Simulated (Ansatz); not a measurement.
Here is an Ansatz 0.2.0 calculation.

The input input.yaml:

```yaml
crystal:
  lattice:
    - [0.0, 2.425, 2.425]
    - [2.425, 0.0, 2.425]
    - [2.425, 2.425, 0.0]
  atoms:
    - { symbol: S, position: [0.75, 0.75, 0.75] }
    - { symbol: Be, position: [0.0, 0.0, 0.0] }
kpoints:
  mp_grid: { grid: [9, 9, 9] }
scf:
  occupations: { method: fermi_dirac, width: 0.05 }
hamiltonian:
  xc: pbesol
  pseudopotentials: { kind: all_electron, lapw: { basis_error: 0.001 } }
output:
  forces: true
  stress: true
relax:
  f_tol: 0.005
  max_steps: 60
  cell: { p_target: 20 }
```

Potentials or basis: all-electron LAPW, scalar-relativistic.

Run with:

```bash
$ ansatz run input.yaml --threads 1 --pin off --max-ram 3072MiB --backend cpu --events-out ev --progress --plain --runs-dir out
```

(1) Estimate the space group after relaxing (to 0.05 Å).

(2) What does it give for the relaxed cell?

Answers

(1) F-43m (No. 216).

(2) a = 3.249 Å, b = 3.249 Å, c = 3.249 Å, α = 60.00°, β = 60.00°, γ = 60.00°.
